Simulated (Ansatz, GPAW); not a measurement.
# Geometry or basis: what sets the conductance of a Ag chain with one Mg atom in line, part 3 of 4

How well does a Ag chain with one Mg atom in line conduct once its atoms have relaxed, and how much do cheaper levels lose?

GPAW 26.7.0 and Ansatz 0.2.0; Ansatz plane waves; relaxation of the junction with the lead ends held; PAW set soft_1 (the session's first sound run).

So far, transmission at the Fermi level (one spin): step 3 (plane-wave reference (PBE)) 0.975. Also open channels of the lead at the Fermi level (one spin): step 3 1.

## Step 4: Double-zeta polarised basis

Localised orbitals split the wire into layers that couple to their neighbours alone, which is what the Green's function method needs; double zeta with polarisation is the usual level for numbers.

This step: GPAW LCAO, PAW setups; Landauer transmission from Green's functions with principal layers (ASE), zero bias (GPAW 26.7.0).

run.py reads:

```python
import json
import numpy as np
from ase import Atoms
from ase.transport.calculators import TransportCalculator
from gpaw import GPAW, FermiDirac
from gpaw.lcao.tools import get_lcao_hamiltonian
from scipy.linalg import eigh

# The junction with lead layers at both ends, along the third cell vector
device = Atoms(
    ['Ag', 'Ag', 'Ag', 'Ag', 'Ag', 'Ag', 'Ag', 'Mg', 'Ag', 'Ag', 'Ag', 'Ag', 'Ag', 'Ag', 'Ag'],
    positions=[
        [4.50000, 4.50000, 1.33000],
        [4.50000, 4.50000, 3.99000],
        [4.50000, 4.50000, 6.65000],
        [4.50000, 4.50000, 9.31000],
        [4.50000, 4.50000, 11.97000],
        [4.44634, 4.46346, 14.67468],
        [4.49305, 4.51781, 17.40963],
        [4.49498, 4.51379, 20.06387],
        [4.53677, 4.51799, 22.71779],
        [4.47349, 4.50492, 25.45266],
        [4.50000, 4.50000, 28.15840],
        [4.50000, 4.50000, 30.81840],
        [4.50000, 4.50000, 33.47840],
        [4.50000, 4.50000, 36.13840],
        [4.50000, 4.50000, 38.79840]],
    cell=[[9.0, 0.0, 0.0], [0.0, 9.0, 0.0], [0.0, 0.0, 40.1284]],
    pbc=True)

# One principal layer of the lead: the first 4 atoms of the device
lead = Atoms(
    ['Ag', 'Ag', 'Ag', 'Ag'],
    positions=[
        [4.50000, 4.50000, 1.33000],
        [4.50000, 4.50000, 3.99000],
        [4.50000, 4.50000, 6.65000],
        [4.50000, 4.50000, 9.31000]],
    cell=[[9.0, 0.0, 0.0], [0.0, 9.0, 0.0], [0.0, 0.0, 10.64]],
    pbc=True)

settings = dict(mode='lcao', basis='dzp', xc='PBE', h=0.2,
                occupations=FermiDirac(0.1), maxiter=250,
                mixer=dict(beta=0.1, nmaxold=8, weight=100.0),
                convergence=dict(density=0.0001))
energies = np.arange(-2, 2 + 1e-9, 0.025)
eta = 0.0001
n1, n2 = 1, 1
# k and -k transmit alike, so half of the mesh across the current serves
mesh = [(i, j) for i in range(n1) for j in range(n2) if (i, j) <= (-i % n1, -j % n2)]
weights = np.array([1 if (i, j) == (-i % n1, -j % n2) else 2 for i, j in mesh]) / (n1 * n2)


def ground_state(atoms, size, txt):
    atoms.calc = GPAW(kpts={'size': size, 'gamma': True}, symmetry={'tolerance': 1e-3}, txt=txt, **settings)
    atoms.get_potential_energy()
    return atoms.calc.get_fermi_level()


def blocks(atoms, fermi, points, nz, cells):
    """H - E_F S and S between cell 0 and the cells above it, at each point across the current."""
    kz = np.arange(nz) / nz
    calc = atoms.calc.fixed_density(kpts=[(*k, z) for k in points for z in kz], symmetry='off', txt=None)
    H, S = get_lcao_hamiltonian(calc)
    H = (H - fermi * S).reshape(len(H), len(points), nz, *S.shape[1:])
    S = S.reshape(H.shape[1:])
    phases = [np.exp(-2j * np.pi * kz * R) / nz for R in cells]
    return [(np.einsum('skzij,z->ksij', H, p), np.einsum('kzij,z->kij', S, p)) for p in phases]


def pair(a, b):
    return np.block([[a, b], [b.T.conj(), a]])


def count_channels(h, s, cells, nk=240):
    """Half the number of times that the lead's bands cross each energy, unfolded to its shortest repeat."""
    b = len(h) // cells
    bands = []
    for k in (np.arange(nk + 1) + 0.5) / nk:
        hk, sk = h[:b, :b].copy(), s[:b, :b].copy()
        for R in range(1, cells):
            phase, block = np.exp(2j * np.pi * k * R), slice(R * b, (R + 1) * b)
            hk += h[:b, block] * phase + (h[:b, block] * phase).T.conj()
            sk += s[:b, block] * phase + (s[:b, block] * phase).T.conj()
        w, u = eigh(sk)
        x = u[:, w > 1e-5] / w[w > 1e-5]**0.5  # drop near-dependent combinations
        bands.append(np.r_[eigh(x.T.conj() @ hk @ x, eigvals_only=True), [1e9] * (w <= 1e-5).sum()])
    below = np.array(bands)[:, :, None] < energies
    return (below[1:] != below[:-1]).sum((0, 1)) / 2


fermi_lead = ground_state(lead, (1, 1, 11), 'lead.txt')
fermi_device = ground_state(device, (1, 1, 2), 'device.txt')
T, channels, eigen, tail, misfit, shifts = [], [], [], 0.0, 0.0, []
for first in range(0, len(mesh), 493):
    points = [(i / n1, j / n2) for i, j in mesh[first:first + 493]]
    (H0k, S0k), (H1k, S1k), (H2k, _) = blocks(lead, fermi_lead, points, 5, range(3))
    [(Hk, Sk)] = blocks(device, fermi_device, points, 2, [0])
    tail = max(tail, abs(H2k).max())
    for H0, S0, H1, S1, H, S in zip(H0k, S0k, H1k, S1k, Hk, Sk):
        n = len(S0)
        # Shift the lead onto the potential of the device's first layer
        shift = ((H[:, 0, 0] - H0[:, 0, 0]) / S0[0, 0]).real.mean()
        shifts.append(shift)
        misfit = max(misfit, abs(H[:, :n, :n] - H0 - shift * S0).max())
        Tk, Ck, Ek = [], [], []
        for s in range(len(H)):
            t = s % len(H0)  # a lead without moments serves both spins
            h1, s1 = pair(H0[t] + shift * S0, H1[t] + shift * S1), pair(S0, S1)
            leads = dict(h1=h1, s1=s1, energies=energies, eta=eta, eta1=eta, eta2=eta)
            calc = TransportCalculator(h=H[s], s=S, eigenchannels=3, **leads)
            Tk.append(calc.get_transmission())
            Ek.append(np.sort(calc.eigenchannels_ne, axis=0)[::-1])
            Ck.append(count_channels(h1, s1, 8))
        T.append(Tk)
        channels.append(Ck)
        eigen.append(Ek)
T, channels = np.array(T), np.array(channels)
mean, open_channels = np.einsum('kse,k->se', T, weights), np.einsum('kse,k->se', channels, weights)

print(f'basis functions: device {len(S)}, principal layer {n}')
print(f'Fermi level: lead {fermi_lead:.4f} eV, device {fermi_device:.4f} eV; lead shifted by {np.mean(shifts):.4f} eV')
print(f'largest coupling past the next layer {tail:.2e} eV, largest misfit of the first layer {misfit:.3f} eV')
print('  E-E_F (eV)   ' + 'T (one spin)  channels')
for e, t, c in zip(energies, mean.T, open_channels.T):
    print(f'{e:10.3f}  ', *[f'{x:11.4e}' for x in t], *[f'{x:9.4f}' for x in c])

kT = 8.617333e-5 * 300
fine = np.linspace(energies[0], energies[-1], 4001)
both = np.exp(np.interp(fine, energies, np.log(np.maximum(mean.sum(0) * 2 / len(mean), 1e-30))))
fermi = lambda mu: 1 / (1 + np.exp(np.clip((fine - mu) / kT, -200, 200)))
slope = fermi(0) * (1 - fermi(0)) / kT
G = np.trapezoid(both * slope, fine) / 2
seebeck = -np.trapezoid(both * slope * fine, fine) / (2 * G * 300) * 1e6
print(f'conductance at 300 K: {G:.5g} G0 a cell; thermopower {seebeck:.4g} uV/K')
bias = [0.1, 0.2, 0.5, 1.0, 1.5, 2.0]
current = [38.74 * np.trapezoid(both * (fermi(V / 2) - fermi(-V / 2)), fine) for V in bias]
for V, I in zip(bias, current):
    print(f'current from the zero-bias T(E) at {V} V: {I:.5g} uA')
zero = abs(energies).argmin()
json.dump(dict(energies=energies.tolist(), T=mean.tolist(), channels=open_channels.tolist(), G=G, seebeck=seebeck,
               bias=bias, current=current, tail=tail, misfit=misfit, shift=np.mean(shifts), n_device=len(S), n_lead=n,
               fermi=[fermi_lead, fermi_device], energy=device.get_potential_energy(),
               moments=device.get_magnetic_moments().tolist(), mesh=mesh, weights=weights.tolist(),
               T_k=T[:, :, zero].tolist(), eigen=np.array(eigen[0]).tolist()), open('result.json', 'w'))
```

Started as:

```console
OMP_NUM_THREADS=1 OPENBLAS_NUM_THREADS=1 python run.py
```

Log:

```text
basis functions: device 397, principal layer 108
Fermi level: lead -3.7843 eV, device -3.6355 eV; lead shifted by -0.0014 eV
largest coupling past the next layer 3.56e-05 eV, largest misfit of the first layer 0.020 eV
  E-E_F (eV)   T (one spin)  channels
    -2.000    3.1988e-02    3.0000
    -1.975    3.3001e-02    3.0000
    -1.950    3.5211e-02    3.0000
    -1.925    3.9455e-02    3.0000
    -1.900    4.7662e-02    3.0000
    -1.875    6.5272e-02    3.0000
    -1.850    1.1344e-01    3.0000
    -1.825    3.4151e-01    3.0000
    -1.800    7.0605e-01    3.0000
    -1.775    7.3182e-02    1.0000
    -1.750    1.6381e-02    1.0000
    -1.725    5.1858e-03    1.0000
    -1.700    1.8887e-03    1.0000
    -1.675    7.1710e-04    1.0000
    -1.650    2.5972e-04    1.0000
    -1.625    7.3326e-05    1.0000
[...]
1.825    8.8296e-01    1.0000
     1.850    8.8220e-01    1.0000
     1.875    8.8142e-01    1.0000
     1.900    8.8060e-01    1.0000
     1.925    8.7975e-01    1.0000
     1.950    8.7885e-01    1.0000
     1.975    8.7791e-01    1.0000
     2.000    8.7693e-01    1.0000
conductance at 300 K: 0.97354 G0 a cell; thermopower 0.3133 uV/K
current from the zero-bias T(E) at 0.1 V: 7.5424 uA
current from the zero-bias T(E) at 0.2 V: 15.081 uA
current from the zero-bias T(E) at 0.5 V: 37.638 uA
current from the zero-bias T(E) at 1.0 V: 74.914 uA
current from the zero-bias T(E) at 1.5 V: 111.74 uA
current from the zero-bias T(E) at 2.0 V: 147.64 uA
```

Elapsed: 84 s, on 1 thread of AMD EPYC 9R14 (Zen 4), shared host; peak memory 1.4 GiB.

Numbers from this step:

```
conductance                                    : 0.9735 G₀
largest coupling past the next principal layer : 3.56e-5 eV
largest misfit of the first principal layer    : 0.02049 eV
shift that aligns the lead                     : -0.001367 eV
basis functions of the junction                : 397
basis functions of a principal layer           : 108
transmission at the Fermi level (one spin)     : 0.9738
```

One spin. The transmission, zone mean by energy, zero at the Fermi level:

energy (eV), transmission, zone mean and a bar:
```
   -2.000      0.032 #
   -1.900      0.048 #
   -1.800      0.706 ######################
   -1.700      0.002 
   -1.600      0.000 
   -1.500      0.000 
   -1.400      0.000 
   -1.300      0.000 
   -1.200      0.000 
   -1.100      0.000 
   -1.000      0.925 ############################
   -0.900      0.958 #############################
   -0.800      0.967 ##############################
   -0.700      0.973 ##############################
   -0.600      0.975 ##############################
   -0.500      0.976 ##############################
   -0.400      0.977 ##############################
   -0.300      0.978 ##############################
   -0.225      0.978 ##############################
   -0.200      0.978 ##############################
   -0.100      0.977 ##############################
    0.000      0.974 ##############################
    0.100      0.969 ##############################
    0.200      0.962 #############################
    0.300      0.953 #############################
    0.400      0.945 #############################
    0.500      0.936 #############################
    0.600      0.929 ############################
    0.700      0.922 ############################
    0.800      0.916 ############################
    0.900      0.911 ############################
    1.000      0.907 ############################
    1.100      0.903 ############################
    1.200      0.900 ############################
    1.300      0.897 ############################
    1.400      0.894 ###########################
    1.500      0.891 ###########################
    1.600      0.889 ###########################
    1.700      0.886 ###########################
    1.800      0.884 ###########################
    1.900      0.881 ###########################
    2.000      0.877 ###########################
```

Crossings of the lead's bands, unfolded to its shortest repeat. The open channels, zone mean by energy, zero at the Fermi level:

| energy (eV) | open channels, zone mean |
| --- | --- |
| -2.000 | 3 |
| -1.800 | 3 |
| -1.600 | 0 |
| -1.400 | 0 |
| -1.200 | 0 |
| -1.000 | 1 |
| -0.800 | 1 |
| -0.600 | 1 |
| -0.400 | 1 |
| -0.200 | 1 |
| 0.000 | 1 |
| 0.200 | 1 |
| 0.400 | 1 |
| 0.600 | 1 |
| 0.800 | 1 |
| 1.000 | 1 |
| 1.200 | 1 |
| 1.400 | 1 |
| 1.600 | 1 |
| 1.800 | 1 |
| 2.000 | 1 |

Not self-consistent under bias; the bias window is split evenly. Current through one cell, from the zero-bias transmission against bias:

| bias (V) | current through one cell, from the zero-bias transmission (μA) |
| --- | --- |
| 0.100 | 7.54 |
| 0.200 | 15.1 |
| 0.500 | 37.6 |
| 1.000 | 74.9 |
| 1.500 | 112 |
| 2.000 | 148 |

Table of transmission of the three most open eigenchannels by energy, zero at the Fermi level:

```
energy (eV)  channel 1  channel 2  channel 3
     -2.000     0.0312     4.1e-4     4.1e-4
     -1.900     0.0473     1.6e-4     1.6e-4
     -1.800      0.706     2.5e-5     2.4e-5
     -1.700    0.00189     1.2e-8          0
     -1.600     1.3e-8    5.7e-10          0
     -1.500     1.4e-8          0          0
     -1.400     1.4e-8          0          0
     -1.300     1.4e-8          0          0
     -1.200     1.5e-8          0          0
     -1.100     5.9e-7     1.0e-9    2.7e-10
     -1.000      0.925    3.3e-10    7.4e-11
     -0.900      0.958     7.6e-9          0
     -0.800      0.967     9.6e-9          0
     -0.700      0.973     1.0e-8          0
     -0.600      0.975     1.1e-8          0
     -0.500      0.976     1.1e-8          0
     -0.400      0.977     1.1e-8          0
     -0.300      0.978     1.1e-8          0
     -0.200      0.978     1.1e-8          0
     -0.100      0.977     1.1e-8          0
      0.000      0.974     1.1e-8          0
      0.100      0.969     1.1e-8          0
      0.200      0.962     1.1e-8          0
      0.300      0.953     1.1e-8          0
      0.400      0.945     1.1e-8          0
      0.500      0.936     1.1e-8          0
      0.600      0.929     1.1e-8          0
      0.700      0.922     1.1e-8          0
      0.800      0.916     1.1e-8          0
      0.900      0.911     1.1e-8          0
      1.000      0.907     1.1e-8          0
      1.100      0.903     1.1e-8          0
      1.200      0.900     1.1e-8          0
      1.300      0.897     1.1e-8          0
      1.400      0.894     1.1e-8          0
      1.500      0.891     1.1e-8          0
      1.600      0.889     1.0e-8          0
      1.700      0.886     1.0e-8          0
      1.800      0.884     1.0e-8          0
      1.900      0.881     9.9e-9          0
      2.000      0.877     9.7e-9          0
```

At the Fermi level T is 0.974 against 0.975 in plane waves. Couplings past the next layer reach 3.6e-5 eV, small enough to drop; the matrix elements of the cell's first layer differ from the bulk lead's by up to 0.020 eV. That layer keeps its own values in the calculation, and only beyond it is the lead taken as perfect. The Fermi levels of lead and junction count from different zeros of potential, one for each periodic cell; with both set to zero, the small remaining shift is what aligns them. By hand: G = 0.9735 × 77.48 μS = 75.4 μS, a resistance of 13.3 kΩ; at 0.1 V a linear junction would pass 7.54 μA, and the integral over the bias window gives 7.54 μA.

## Step 5: GPAW, szp: basis = "szp(dzp)"

The second zeta is dropped, the polarisation orbitals stay.

run.py: that of step 4 with these lines changed.

```diff
@@ -41,3 +41,3 @@
 
-settings = dict(mode='lcao', basis='dzp', xc='PBE', h=0.2,
+settings = dict(mode='lcao', basis='szp(dzp)', xc='PBE', h=0.2,
                 occupations=FermiDirac(0.1), maxiter=250,
```

Log:

```text
basis functions: device 221, principal layer 60
Fermi level: lead -3.7331 eV, device -3.5951 eV; lead shifted by -0.0003 eV
largest coupling past the next layer 3.56e-05 eV, largest misfit of the first layer 0.020 eV
  E-E_F (eV)   T (one spin)  channels
    -2.000    5.5166e-02    3.0000
    -1.975    5.6680e-02    3.0000
    -1.950    6.0031e-02    3.0000
[...]
1.975    8.7983e-01    1.0000
     2.000    8.7871e-01    1.0000
conductance at 300 K: 0.97758 G0 a cell; thermopower 0.2828 uV/K
current from the zero-bias T(E) at 0.1 V: 7.5737 uA
current from the zero-bias T(E) at 0.2 V: 15.144 uA
current from the zero-bias T(E) at 0.5 V: 37.801 uA
current from the zero-bias T(E) at 1.0 V: 75.267 uA
current from the zero-bias T(E) at 1.5 V: 112.32 uA
current from the zero-bias T(E) at 2.0 V: 148.54 uA
```

It took 47 s on 1 thread; peak memory 1.4 GiB.

Numbers from this step:

```
conductance                                 : 0.9776 G₀
largest misfit of the first principal layer : 0.02023 eV
shift that aligns the lead                  : -2.72e-4 eV
basis functions of the junction             : 221
basis functions of a principal layer        : 60
transmission at the Fermi level (one spin)  : 0.9778
```

The conductance, 0.978 G₀, lies 0.4 % above that of the dzp run.

## Step 6: GPAW, sz: basis = "sz(dzp)"

The minimal basis is the cheapest rung: no second zeta and no polarisation.

run.py: that of step 5 with these lines changed.

```diff
@@ -41,3 +41,3 @@
 
-settings = dict(mode='lcao', basis='szp(dzp)', xc='PBE', h=0.2,
+settings = dict(mode='lcao', basis='sz(dzp)', xc='PBE', h=0.2,
                 occupations=FermiDirac(0.1), maxiter=250,
```

Log:

```text
basis functions: device 176, principal layer 48
Fermi level: lead -3.7330 eV, device -3.6092 eV; lead shifted by 0.0011 eV
largest coupling past the next layer 3.59e-05 eV, largest misfit of the first layer 0.020 eV
  E-E_F (eV)   T (one spin)  channels
    -2.000    1.4323e-01    3.0000
    -1.975    1.5083e-01    3.0000
    -1.950    1.6396e-01    3.0000
[...]
1.975    8.7920e-01    1.0000
     2.000    8.7825e-01    1.0000
conductance at 300 K: 0.97746 G0 a cell; thermopower 0.2855 uV/K
current from the zero-bias T(E) at 0.1 V: 7.5728 uA
current from the zero-bias T(E) at 0.2 V: 15.142 uA
current from the zero-bias T(E) at 0.5 V: 37.796 uA
current from the zero-bias T(E) at 1.0 V: 75.232 uA
current from the zero-bias T(E) at 1.5 V: 112.16 uA
current from the zero-bias T(E) at 2.0 V: 147.88 uA
```

Wall time 41 s (1 thread); peak memory 1.3 GiB.

Numbers from this step:

- conductance: 0.9775 G₀
- largest coupling past the next principal layer: 3.59e-5 eV
- largest misfit of the first principal layer: 0.01999 eV
- shift that aligns the lead: 0.001070 eV
- basis functions of the junction: 176
- basis functions of a principal layer: 48
- transmission at the Fermi level (one spin): 0.9777

The conductance, 0.977 G₀, lies 0.4 % above that of the dzp run.

## Step 7: RPBE in the dzp basis: xc = "RPBE"

Back in the dzp basis, the functional changes from PBE to RPBE, to set the spread between functionals beside that between bases.

run.py: that of step 6 with these lines changed.

```diff
@@ -41,3 +41,3 @@
 
-settings = dict(mode='lcao', basis='sz(dzp)', xc='PBE', h=0.2,
+settings = dict(mode='lcao', basis='dzp', xc='RPBE', h=0.2,
                 occupations=FermiDirac(0.1), maxiter=250,
```

Log:

```text
basis functions: device 397, principal layer 108
Fermi level: lead -3.6149 eV, device -3.4716 eV; lead shifted by -0.0007 eV
largest coupling past the next layer 3.60e-05 eV, largest misfit of the first layer 0.020 eV
  E-E_F (eV)   T (one spin)  [channel counts left out]
    -2.000    2.3192e-02
    -1.975    2.4506e-02
    -1.950    2.7188e-02
[...]
1.975    8.7029e-01
     2.000    8.6942e-01
conductance at 300 K: 0.96994 G0 a cell; thermopower 0.3553 uV/K
current from the zero-bias T(E) at 0.1 V: 7.5144 uA
current from the zero-bias T(E) at 0.2 V: 15.025 uA
current from the zero-bias T(E) at 0.5 V: 37.492 uA
current from the zero-bias T(E) at 1.0 V: 74.593 uA
current from the zero-bias T(E) at 1.5 V: 111.23 uA
current from the zero-bias T(E) at 2.0 V: 147.12 uA
```

Wall time 83 s (1 thread); peak memory 1.4 GiB.

This step gave:

* conductance: 0.9699 G₀
* largest coupling past the next principal layer: 3.60e-5 eV
* largest misfit of the first principal layer: 0.01977 eV
* shift that aligns the lead: -6.73e-4 eV
* basis functions of the junction: 397
* basis functions of a principal layer: 108
* transmission at the Fermi level (one spin): 0.9702

The conductance, 0.970 G₀, lies 0.4 % below that of the dzp run.

[end of part 3 of 4]

[Logs are printed without paths, hosts, clocks, repeated set-up lines and the standing remarks that a program may print on its own settings, such as how far it seeks lower states.]

[Hosts, paths, dates, database ids (printed as entryN), source tags and the programs' standing remarks are cut or masked in the printed files.]
